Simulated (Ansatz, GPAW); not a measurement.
Given: the input of a run of GPAW 26.7.0 (ASE script) on MnS. The cell is a database's computed one, not the measured one.

Contents of run.py:

```python
from ase.dft.bandgap import bandgap
from ase.io import read, write
from ase.units import GPa
from gpaw import GPAW, PW, setup_paths

setup_paths.insert(0, '.')

atoms = read('POSCAR')
atoms.set_initial_magnetic_moments([4.0, 0.0])

calc = GPAW(mode=PW(600),
            xc='PBEsol',
            kpts={'size': (9, 9, 9), 'gamma': True},
            occupations={'name': 'methfessel-paxton', 'order': 0, 'width': 0.05},
            nbands=21,
            convergence={'density': 1e-05, 'energy': 1e-05},
            maxiter=150,
            txt='gpaw.txt')
atoms.calc = calc
energy = atoms.get_potential_energy()
forces = atoms.get_forces()
stress = atoms.get_stress()
calc.write('gs.gpw')
write('result.traj', atoms)
print(f'Energy: {energy:.6f} eV')
print('Forces (eV/A):')
print(forces.round(4))
print('Stress (GPa):', (stress / GPa).round(3))
print('Moments:', calc.get_magnetic_moments().round(3))
print('Fermi level:', round(calc.get_fermi_level(), 4), 'eV')
print(f'Gap: {bandgap(calc)[0]:.4f} eV, direct: {bandgap(calc, direct=True)[0]:.4f} eV')
```

Contents of POSCAR:

```
MnS
1.0
    1.8299960138      1.0565486912      2.9709202777
   -1.8299960138      1.0565486912      2.9709202777
    0.0000000000     -2.1130973823      2.9709202777
Mn S
1 1
Direct
    0.0000000000      0.0000000000      0.0000000000
    0.5000000000      0.5000000000      0.5000000000
```

Potentials or basis: PAW data sets generated in the run's folder for this functional, pw.

Launch:

```bash
$ gpaw-setup -f PBEsol Mn S
$ OMP_NUM_THREADS=1 python run.py
```

Problem. What does the same run look like in Ansatz 0.2.0? Potentials or basis there: all-electron LAPW, scalar-relativistic.

Solution. As run (cutoffs and basis follow the program's own potentials, and thresholds, step limits or extra output files can differ):

Contents of input.yaml:

```yaml
crystal:
  lattice:
    - [1.8299960138, 1.0565486912, 2.9709202777]
    - [-1.8299960138, 1.0565486912, 2.9709202777]
    - [0.0, -2.1130973823, 2.9709202777]
  atoms:
    - { symbol: Mn, position: [0.0, 0.0, 0.0], spin: 4.0 }
    - { symbol: S, position: [0.5, 0.5, 0.5] }
kpoints:
  mp_grid: { grid: [9, 9, 9] }
scf:
  occupations: { method: gaussian, width: 0.05 }
hamiltonian:
  xc: pbesol
  pseudopotentials: { kind: all_electron, lapw: { basis_error: 0.001 } }
magnetization:
  spin_polarized: true
output:
  forces: true
  stress: true
  eigenvalues: true
```

Potentials or basis: all-electron LAPW, scalar-relativistic.

The run is started by

```sh
$ ansatz run input.yaml --threads 2 --pin off --max-ram 6144MiB --backend cpu --events-out ev --progress --plain --runs-dir out
```

Both were run:

|  | GPAW | Ansatz |
| --- | --- | --- |
| Pressure | -6.0 GPa | -6.0 GPa |
| Net moment | 4.60 μB per cell | 4.64 μB per cell |

Where Ansatz's input types no cutoff or centring, it takes its own default and a Γ-centred mesh.

The magnetic state is the one that the start led to; the real crystal's order can differ.

Pressure is positive in compression.
